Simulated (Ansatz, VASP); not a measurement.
Cr in VASP and in Ansatz

```
CELL_PARAMETERS angstrom
2.67732 0.00000 0.00000
-1.33866 2.31863 0.00000
0.00000 0.00000 4.35040
ATOMIC_POSITIONS crystal
Cr 0.66667 0.33333 0.75000
Cr 0.33333 0.66667 0.25000
```

Change from the starting cell: volume scaled by 0.96.

Alike in both runs: task single point; functional PBE; k mesh 11 × 11 × 6; occupations fermi-dirac, width 0.05 eV; collinear spin, ferromagnetic start.

|  | VASP | Ansatz |
| --- | --- | --- |
| version | VASP 6.6.1 | Ansatz 0.2.0 |
| potentials or method | VASP PAW PBE potentials, release 64 (Cr_pv) | Ansatz PAW |
| plane-wave cutoff (eV) | 520 | 420 |
| valence electrons in the cell | 24 | 28 |

Ansatz gave:

* gap on the k mesh at the Fermi level (eV): none
* pressure (GPa): -21.4
* largest component of the traceless stress (GPa): 4.69
* net moment per atom (μB): 0.68
* size of the moment on the site where the two differ most (μB): 0.62

Problem. Which values does VASP return?

Solution. gap on the k mesh at the Fermi level (eV): none; pressure (GPa): -21.5; largest component of the traceless stress (GPa): 4.39; net moment per atom (μB): 0.71; size of the moment on the site where the two differ most (μB): 0.66.

Site moments also hang on the region over which each program counts them. A gap of «none» marks a metal or a gap that the smearing closes. The two sets of potentials don't hold the same shells in valence.
